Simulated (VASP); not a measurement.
# SnSe (Pnma) in VASP: further runs

One crystal, SnSe, is run at these levels: LDA; tasks: relaxation of shape and atoms at fixed volume.

All numbers are computed with VASP 6.6.1; they aren't measurements. Logs are shortened: lines on timing, memory, paths and dates and some standing lists are left out, and cuts for length are marked.

**Measured values to compare with.**

“Linear dichroism of the optical properties of SnS and SnSe van der Waals crystals”, 2024, arxiv:2409.17412 reports, for a bulk crystal of SnSe at 300 K: band gap 0.89 eV (indirect).

The runs below are set against these values where they give the same quantity.

### 1 Starting point

The structure is orthorhombic, space group Pnma (No. 62). The conventional cell has a = 11.313 Å, b = 4.117 Å, c = 4.318 Å, α = 90.00°, β = 90.00°, γ = 90.00°. Around Sn (site symmetry m) lie 3 Se at 2.74 to 2.79 Å. Se (site symmetry m) has 3 Sn at 2.74 to 2.79 Å as nearest neighbours.

### 2 Relaxation of shape and atoms at fixed volume, LDA (a relaxed cell with its volume scaled by 0.96)

INCAR reads:

```
ALGO = Normal
EDIFF = 1E-7
EDIFFG = -0.01
ENCUT = 600
GGA = CA
IBRION = 2
ISIF = 4
ISMEAR = 0
KPAR = 2
LASPH = T
LCHARG = F
LREAL = F
LWAVE = F
NELM = 80
NSW = 40
PREC = Accurate
SIGMA = 0.03
```

KPOINTS reads:

```
k-points
0
Gamma
  4 8 8
```

POSCAR reads:

```
SnSe                                    
1.0
   11.1604555497      0.0000000000      0.0000000000
    0.0000000000      4.0617191897     -0.0000000000
    0.0000000000     -0.0000000000      4.2592328691
  Sn              Se            
     4     4
Direct
     0.1170280971248635    0.2500000000000000    0.0923359957896487
     0.3829719028751365    0.7500000000000000    0.5923359957896486
     0.6170280971248636    0.2500000000000000    0.4076640042103513
     0.8829719028751364    0.7500000000000000    0.9076640042103514
     0.3576942589116968    0.2500000000000000    0.0229218848228403
     0.1423057410883030    0.7500000000000000    0.5229218848228402
     0.8576942589116973    0.2500000000000000    0.4770781151771598
     0.6423057410883027    0.7500000000000000    0.9770781151771598
```

Potentials or basis: VASP PAW LDA potentials, release 64 (Sn_d, Se).

Run with:

```bash
> cat potpaw_LDA.64/Sn_d/POTCAR potpaw_LDA.64/Se/POTCAR > POTCAR
> mpirun -np 2 vasp_std > vasp.out
```

OUTCAR:

```text
EDIFF = 1E-7
   EDIFFG = -0.01
   ENCUT = 600
   GGA = CA
   IBRION = 2
   ISIF = 4
   ISMEAR = 0
   LASPH = T
   LREAL = F
   NELM = 80
   NSW = 40
   PREC = Accurate

 ion  position               nearest neighbor table
   1  0.117  0.250  0.092-   5 2.70   6 2.75   6 2.75   6 3.18   6 3.18   4 3.40   4 3.40
   2  0.383  0.750  0.592-   6 2.70   5 2.75   5 2.75   5 3.18   5 3.18   3 3.40   3 3.40
   3  0.617  0.250  0.408-   7 2.70   8 2.75   8 2.75   8 3.18   8 3.18   2 3.40   2 3.40
   4  0.883  0.750  0.908-   8 2.70   7 2.75   7 2.75   7 3.18   7 3.18   1 3.40   1 3.40
   5  0.358  0.250  0.023-   1 2.70   2 2.75   2 2.75   2 3.18   2 3.18
   6  0.142  0.750  0.523-   2 2.70   1 2.75   1 2.75   1 3.18   1 3.18
   7  0.858  0.250  0.477-   3 2.70   4 2.75   4 2.75   4 3.18   4 3.18
   8  0.642  0.750  0.977-   4 2.70   3 2.75   3 2.75   3 3.18   3 3.18

  LATTYP: Found a simple orthorhombic cell.
 ALAT       =     4.0617191897
 B/A-ratio  =     1.0486280981
 C/A-ratio  =     2.7477171681

  Lattice vectors:

 A1 = (   0.0000000000,   4.0617191897,   0.0000000000)
 A2 = (   0.0000000000,   0.0000000000,   4.2592328691)
 A3 = (  11.1604555497,   0.0000000000,   0.0000000000)

Analysis of symmetry for initial positions (statically):
=====================================================================
 Subroutine PRICEL returns:
 Original cell was already a primitive cell.

 Routine SETGRP: Setting up the symmetry group for a
 simple orthorhombic supercell.

 Subroutine GETGRP returns: Found  8 space group operations
 (whereof  2 operations were pure point group operations)
 out of a pool of  8 trial point group operations.

The static configuration has the point symmetry S_2 .
 The point group associated with its full space group is D_2h.

Analysis of symmetry for dynamics (positions and initial velocities):
=====================================================================
 Subroutine PRICEL returns:
 Original cell was already a primitive cell.

 Routine SETGRP: Setting up the symmetry group for a
 simple orthorhombic supercell.

 Subroutine GETGRP returns: Found  8 space group operations
 (whereof  2 operations were pure point group operations)
 out of a pool of  8 trial point group operations.

The dynamic configuration has the point symmetry S_2 .
 The point group associated with its full space group is D_2h.

 Subroutine INISYM returns: Found  8 space group operations
 (whereof  2 operations are pure point group operations),
 and found     1 'primitive' translations

----------------------------------------------------------------------------------------

                                     Primitive cell

  volume of cell :     193.0737

  direct lattice vectors                    reciprocal lattice vectors
    11.160455550  0.000000000  0.000000000     0.089602077  0.000000000  0.000000000
     0.000000000  4.061719190  0.000000000     0.000000000  0.246201166  0.000000000
     0.000000000  0.000000000  4.259232869     0.000000000  0.000000000  0.234784063

  length of vectors
    11.160455550  4.061719190  4.259232869     0.089602077  0.246201166  0.234784063

  position of ions in fractional coordinates (direct lattice)
     0.117028097  0.250000000  0.092335996
     0.382971903  0.750000000  0.592335996
     0.617028097  0.250000000  0.407664004
     0.882971903  0.750000000  0.907664004
     0.357694259  0.250000000  0.022921885
     0.142305741  0.750000000  0.522921885
     0.857694259  0.250000000  0.477078115
     0.642305741  0.750000000  0.977078115

  ion indices of the primitive-cell ions
   primitive index   ion index
                 1           1
                 2           2
                 3           3
                 4           4
                 5           5
                 6           6
                 7           7
                 8           8

----------------------------------------------------------------------------------------

 KPOINTS: k-points

Automatic generation of k-mesh.
 Grid dimensions read from file:
[... 46 lines left out ...]
  energy-cutoff  :      600.00
  volume of cell :      193.07
 maximum number of plane-waves:      6492
 NGX is ok and might be reduce to    90
   NGX = 45   NGY = 17   NGZ = 17

--------------------------------------- Ionic step        1  -------------------------------------------

 number of electron      80.0000008 magnetization

 Free energy of the ion-electron system (eV)
  ---------------------------------------------------
  ext. energy  EPLUGINS =         0.00000000
  ---------------------------------------------------
  free energy    TOTEN  =       -37.95361563 eV

  energy without entropy =      -37.95361563  energy(sigma->0) =      -37.95361563

------------------------ aborting loop because EDIFF is reached ----------------------------------------

  FORCE on cell =-STRESS in cart. coord.  units (eV):
  Direction    XX          YY          ZZ          XY          YZ          ZX
  --------------------------------------------------------------------------------------
  -------------------------------------------------------------------------------------
  Total        3.3862082      3.3393835      3.2315054      0.0000000     -0.0000000      0.0000000
  in kB       28.0996584     27.7110947     26.8158935      0.0000000     -0.0000000      0.0000000
  external PRESSURE =      27.5422156 kB  Pullay stress =       0.0000000 kB
[... 107 lines left out ...]
  FREE ENERGIE OF THE ION-ELECTRON SYSTEM (eV)
  ---------------------------------------------------
  free  energy   TOTEN  =       -37.9703581384 eV

  energy  without entropy=      -37.9703581384  energy(sigma->0) =      -37.97035814

[... ionic steps 4 to 15 ...]

--------------------------------------- Ionic step       16  -------------------------------------------

 number of electron      80.0000008 magnetization

------------------------ aborting loop because EDIFF is reached ----------------------------------------

  FORCE on cell =-STRESS in cart. coord.  units (eV):
  Direction    XX          YY          ZZ          XY          YZ          ZX
  --------------------------------------------------------------------------------------
  -------------------------------------------------------------------------------------
  Total        2.5065104      2.3373532      2.3222246      0.0000000      0.0000000      0.0000000
  in kB       20.7996916     19.3959795     19.2704385      0.0000000      0.0000000      0.0000000
  external PRESSURE =      19.8220365 kB  Pullay stress =       0.0000000 kB
[... 69 lines left out ...]
  energy  without entropy=      -37.9733788200  energy(sigma->0) =      -37.97337882

--------------------------------------- Ionic step       18  -------------------------------------------

 number of electron      80.0000012 magnetization

 Free energy of the ion-electron system (eV)
  ---------------------------------------------------
  ext. energy  EPLUGINS =         0.00000000
  ---------------------------------------------------
  free energy    TOTEN  =       -37.97352872 eV

  energy without entropy =      -37.97352872  energy(sigma->0) =      -37.97352872

 E-fermi :   6.6838     XC(G=0): -10.4633

 val. band max:        6.5709350157   @ k =   0.0000   0.0000   0.3750
 cond. band min:       6.7972699727   @ k =   0.0000   0.0000   0.1250
 fundamental gap:      0.2263349570
 Fermi energy:         6.6838217847

 k-point     1 :       0.0000    0.0000    0.0000
  band No.  band energies     occupation
      1     -14.8573      2.00000
      2     -14.8348      2.00000
      3     -14.8330      2.00000
      4     -14.8327      2.00000
      5     -14.8258      2.00000
      6     -14.8226      2.00000
[... 1213 lines left out ...]
     47       9.7956      0.00000
     48       9.7956      0.00000

 [... further k-points ...]

------------------------ aborting loop because EDIFF is reached ----------------------------------------

  FORCE on cell =-STRESS in cart. coord.  units (eV):
  Direction    XX          YY          ZZ          XY          YZ          ZX
  --------------------------------------------------------------------------------------
  -------------------------------------------------------------------------------------
  Total        2.2701207      2.3756148      2.3994444      0.0000000     -0.0000000      0.0000000
  in kB       18.8380663     19.7134848     19.9112288      0.0000000     -0.0000000      0.0000000
  external PRESSURE =      19.4875933 kB  Pullay stress =       0.0000000 kB
[... 23 lines left out ...]
  FREE ENERGIE OF THE ION-ELECTRON SYSTEM (eV)
  ---------------------------------------------------
  free  energy   TOTEN  =       -37.9735287155 eV

  energy  without entropy=      -37.9735287153  energy(sigma->0) =      -37.97352872

 reached required accuracy - stopping structural energy minimisation
```

It took 33 min on 2 MPI ranks of Intel Xeon 6975P-C (Granite Rapids), shared host; peak memory 0.71 GiB.

Results:

* Free energy: -37.9735 eV
* Energy gained by relaxing: 2.5 meV/atom
* Ionic steps: 18
* Pressure after relaxing: 1.9 GPa
* Largest force after relaxing: 0.008 eV/Å
* Band gap on the k mesh: 0.23 eV, indirect (least direct gap 0.66 eV)

Forces on the atoms (eV/Å):
```
Sn   0.001  0.000 -0.004
Sn  -0.001  0.000 -0.004
Sn   0.001  0.000  0.004
Sn  -0.001  0.000  0.004
Se  -0.008  0.000  0.000
Se   0.008  0.000  0.000
Se  -0.008  0.000  0.000
Se   0.008  0.000  0.000
```

Step by step:
| step | energy change (eV) | largest force (eV/Å) | pressure (GPa) |
| --- | --- | --- | --- |
| 1 | 0.0000 | 0.2245 | 2.75 |
| 2 | -0.0115 | 0.1286 | 2.45 |
| 3 | -0.0167 | 0.0385 | 2.10 |
| 4 | -0.0168 | 0.0400 | 2.09 |
| 5 | -0.0179 | 0.0140 | 2.04 |
| 6 | -0.0179 | 0.0157 | 2.04 |
| 7 | -0.0181 | 0.0163 | 2.04 |
| 8 | -0.0185 | 0.0178 | 2.03 |
| 9 | -0.0185 | 0.0183 | 2.02 |
| 10 | -0.0187 | 0.0152 | 2.02 |
| 11 | -0.0190 | 0.0119 | 2.00 |
| 12 | -0.0189 | 0.0253 | 1.98 |
| 13 | -0.0191 | 0.0174 | 1.99 |
| 14 | -0.0193 | 0.0201 | 1.99 |
| 15 | -0.0195 | 0.0256 | 1.98 |
| 16 | -0.0195 | 0.0224 | 1.98 |
| 17 | -0.0198 | 0.0132 | 1.97 |
| 18 | -0.0199 | 0.0079 | 1.95 |

Final structure:
```yaml
crystal:
  lattice:
    - [11.17639, 0.00000, 0.00000]
    - [0.00000, 4.08651, 0.00000]
    - [0.00000, 0.00000, 4.22736]
  atoms:
    - { symbol: Sn, position: [0.11615, 0.25000, 0.07962] }
    - { symbol: Sn, position: [0.38385, 0.75000, 0.57962] }
    - { symbol: Sn, position: [0.61615, 0.25000, 0.42038] }
    - { symbol: Sn, position: [0.88385, 0.75000, 0.92038] }
    - { symbol: Se, position: [0.35900, 0.25000, 0.02272] }
    - { symbol: Se, position: [0.14100, 0.75000, 0.52272] }
    - { symbol: Se, position: [0.85900, 0.25000, 0.47728] }
    - { symbol: Se, position: [0.64100, 0.75000, 0.97728] }
```

Caveat: spin-orbit coupling is left out, which moves the levels of the heavy elements.

### 3 Relaxation of shape and atoms at fixed volume, LDA (a relaxed cell with its volume scaled by 0.98)

INCAR is that of step 2.

KPOINTS is that of step 2.

Edit POSCAR of step 2 so:

```diff
@@ -2,5 +2,5 @@
 1.0
-   11.1604555497      0.0000000000      0.0000000000
-    0.0000000000      4.0617191897     -0.0000000000
-    0.0000000000     -0.0000000000      4.2592328691
+   11.2374266410      0.0000000000      0.0000000000
+    0.0000000000      4.0897319313     -0.0000000000
+    0.0000000000     -0.0000000000      4.2886078172
   Sn              Se
```

Potentials or basis: VASP PAW LDA potentials, release 64 (Sn_d, Se).

Run with:

```bash
> cat potpaw_LDA.64/Sn_d/POTCAR potpaw_LDA.64/Se/POTCAR > POTCAR
> mpirun -np 2 vasp_std > vasp.out
```

Wall time 13 min (2 MPI ranks of Intel Xeon 6975P-C (Granite Rapids), shared host); peak memory 0.74 GiB.

Results (log left out):

```yaml
Free_energy: -38.0092 eV
Energy_gained_by_relaxing: 0.6 meV/atom
Ionic_steps: 6
Pressure_after_relaxing: 1.0 GPa
Largest_force_after_relaxing: 0.006 eV/Å
Band_gap_on_the_k_mesh: 0.35 eV, indirect (least direct gap 0.72 eV)
```

Forces on the atoms (eV/Å):
```
Sn   0.003  0.000 -0.005
Sn  -0.003  0.000 -0.005
Sn   0.003  0.000  0.005
Sn  -0.003  0.000  0.005
Se  -0.003  0.000  0.000
Se   0.003  0.000  0.000
Se  -0.003  0.000  0.000
Se   0.003  0.000  0.000
```

Stress tensor (GPa, compression positive):
```
0.99 0.00 0.00
0.00 0.98 0.00
0.00 0.00 0.89
```

The path:
| step | energy change (eV) | largest force (eV/Å) | pressure (GPa) |
| --- | --- | --- | --- |
| 1 | 0.0000 | 0.1071 | 1.31 |
| 2 | -0.0027 | 0.0641 | 1.18 |
| 3 | -0.0041 | 0.0202 | 1.01 |
| 4 | -0.0041 | 0.0215 | 0.98 |
| 5 | -0.0044 | 0.0046 | 0.95 |
| 6 | -0.0044 | 0.0055 | 0.95 |

Final structure:
```
Sn Se
1.0
    11.22951    0.00000    0.00000
     0.00000    4.09539    0.00000
     0.00000    0.00000    4.28571
Sn Se
4 4
Direct
  0.11603 0.25000 0.09049
  0.38397 0.75000 0.59049
  0.61603 0.25000 0.40951
  0.88397 0.75000 0.90951
  0.35828 0.25000 0.02462
  0.14172 0.75000 0.52462
  0.85828 0.25000 0.47538
  0.64172 0.75000 0.97538
```

Levels at points of the mesh, in eV from the valence-band top:
| k point | band 37 | band 38 | band 39 | band 40 | band 41 | band 42 | band 43 | band 44 |
| --- | --- | --- | --- | --- | --- | --- | --- | --- |
| (0.00, 0.00, 0.00) | -1.76 | -1.37 | -0.85 | -0.69 | 0.35 | 2.95 | 3.02 | 3.08 |
| (0.50, 0.00, 0.00) | -2.10 | -2.10 | -0.69 | -0.69 | 2.51 | 2.51 | 2.70 | 2.70 |
| (0.00, 0.50, 0.00) | -1.10 | -1.10 | -0.67 | -0.67 | 0.74 | 0.74 | 1.38 | 1.38 |
| (0.50, 0.50, 0.00) | -1.01 | -1.01 | -1.01 | -1.01 | 1.35 | 1.35 | 1.35 | 1.35 |
| (0.00, 0.00, 0.50) | -0.88 | -0.88 | -0.31 | -0.31 | 1.14 | 1.14 | 1.18 | 1.18 |
| (0.50, 0.00, 0.50) | -0.50 | -0.50 | -0.20 | -0.20 | 0.99 | 0.99 | 1.25 | 1.25 |
| (0.00, 0.50, 0.50) | -2.60 | -2.60 | -1.67 | -1.67 | 2.53 | 2.53 | 3.00 | 3.00 |
| (0.50, 0.50, 0.50) | -1.73 | -1.73 | -1.73 | -1.73 | 2.26 | 2.26 | 2.26 | 2.26 |

Caveat: spin-orbit coupling is left out, which moves the levels of the heavy elements. A k mesh can miss the band edges.

### 4 Relaxation of shape and atoms at fixed volume, LDA

INCAR is that of step 3.

KPOINTS is that of step 3.

Edit POSCAR of step 3 so:

```diff
@@ -2,5 +2,5 @@
 1.0
-   11.2374266410      0.0000000000      0.0000000000
-    0.0000000000      4.0897319313     -0.0000000000
-    0.0000000000     -0.0000000000      4.2886078172
+   11.3133575027      0.0000000000      0.0000000000
+    0.0000000000      4.1173660935     -0.0000000000
+    0.0000000000     -0.0000000000      4.3175857760
   Sn              Se
```

Run with:

```bash
> cat potpaw_LDA.64/Sn_d/POTCAR potpaw_LDA.64/Se/POTCAR > POTCAR
> mpirun -np 2 vasp_std > vasp.out
```

It took 3.8 min on 2 MPI ranks of Intel Xeon 6975P-C (Granite Rapids), shared host; peak memory 0.73 GiB.

It converged, with:

| Quantity | Value |
| --- | --- |
| Free energy | -38.0214 eV |
| Pressure after relaxing | 0.0 GPa |
| Largest force after relaxing | 0.005 eV/Å |
| Band gap on the k mesh | 0.41 eV, indirect (least direct gap 0.74 eV) |

Forces on the atoms (eV/Å):
```
Sn   0.001  0.000  0.005
Sn  -0.001  0.000  0.005
Sn   0.001  0.000 -0.005
Sn  -0.001  0.000 -0.005
Se   0.000  0.000  0.001
Se   0.000  0.000  0.001
Se   0.000  0.000 -0.001
Se   0.000  0.000 -0.001
```

Final structure:
```yaml
crystal:
  lattice:
    - [11.31336, 0.00000, 0.00000]
    - [0.00000, 4.11737, 0.00000]
    - [0.00000, 0.00000, 4.31759]
  atoms:
    - { symbol: Sn, position: [0.11703, 0.25000, 0.09234] }
    - { symbol: Sn, position: [0.38297, 0.75000, 0.59234] }
    - { symbol: Sn, position: [0.61703, 0.25000, 0.40766] }
    - { symbol: Sn, position: [0.88297, 0.75000, 0.90766] }
    - { symbol: Se, position: [0.35769, 0.25000, 0.02292] }
    - { symbol: Se, position: [0.14231, 0.75000, 0.52292] }
    - { symbol: Se, position: [0.85769, 0.25000, 0.47708] }
    - { symbol: Se, position: [0.64231, 0.75000, 0.97708] }
```

Levels at points of the mesh, in eV from the valence-band top:
```tsv
k point	band 36	band 37	band 38	band 39	band 40	band 41	band 42	band 43	band 44	band 45
(0.00, 0.00, 0.00)	-1.99	-1.72	-1.35	-0.80	-0.64	0.41	2.93	3.02	3.05	3.31
(0.50, 0.00, 0.00)	-2.33	-2.04	-2.04	-0.65	-0.65	2.52	2.52	2.68	2.68	3.78
(0.00, 0.50, 0.00)	-1.77	-1.07	-1.07	-0.68	-0.68	0.80	0.80	1.38	1.38	1.52
(0.50, 0.50, 0.00)	-2.19	-0.99	-0.99	-0.99	-0.99	1.36	1.36	1.36	1.36	1.96
(0.00, 0.00, 0.50)	-1.48	-0.87	-0.87	-0.30	-0.30	1.14	1.14	1.28	1.28	1.61
(0.50, 0.00, 0.50)	-1.82	-0.50	-0.50	-0.22	-0.22	1.03	1.03	1.35	1.35	1.56
(0.00, 0.50, 0.50)	-3.46	-2.51	-2.51	-1.62	-1.62	2.55	2.55	3.00	3.00	4.61
(0.50, 0.50, 0.50)	-4.12	-1.69	-1.69	-1.69	-1.69	2.30	2.30	2.30	2.30	4.96
```

Caveat: the relaxation stopped at its first step, so nothing moved; spin-orbit coupling is left out, which moves the levels of the heavy elements.

### 5 The runs side by side

| cell | gap on the mesh (eV) | pressure (GPa) | largest force (eV/Å) |
| --- | --- | --- | --- |
| atoms relaxed at fixed volume from: a relaxed cell with its volume scaled by 0.96 | 0.23 | 1.9 | 0.01 |
| atoms relaxed at fixed volume from: a relaxed cell with its volume scaled by 0.98 | 0.35 | 1.0 | 0.01 |
| atoms relaxed at fixed volume | 0.41 | 0.0 | - |

Alike in all rows: task relaxation of shape and atoms at fixed volume; level LDA; potentials or basis VASP PAW LDA potentials, release 64 (Sn_d, Se); no spin polarisation; k mesh 4 × 8 × 8; cutoff (eV) 600; smearing gaussian 0.03 eV.

Caveats: spin-orbit coupling is left out, which moves the levels of the heavy elements; the relaxation stopped at its first step, so nothing moved (some runs).

Absolute energies hang on the potentials; compare differences alone.

### 6 Comparison with measurements

Step 4. A measured gap of SnSe is 0.89 eV (indirect; 300 K; “Linear dichroism of the optical properties of SnS and SnSe van der Waals crystals”, 2024, arxiv:2409.17412); the calculated 0.41 eV misses it by -0.48 eV. 2 values of this kind are on record (0.89 to 0.99 eV); this one was drawn at random. Spin-orbit coupling on Se, Sn is left out. The value is that of LDA on a finite k mesh, which can miss the band edges, without temperature or zero-point motion. Semilocal functionals fall short of measured gaps as a rule.
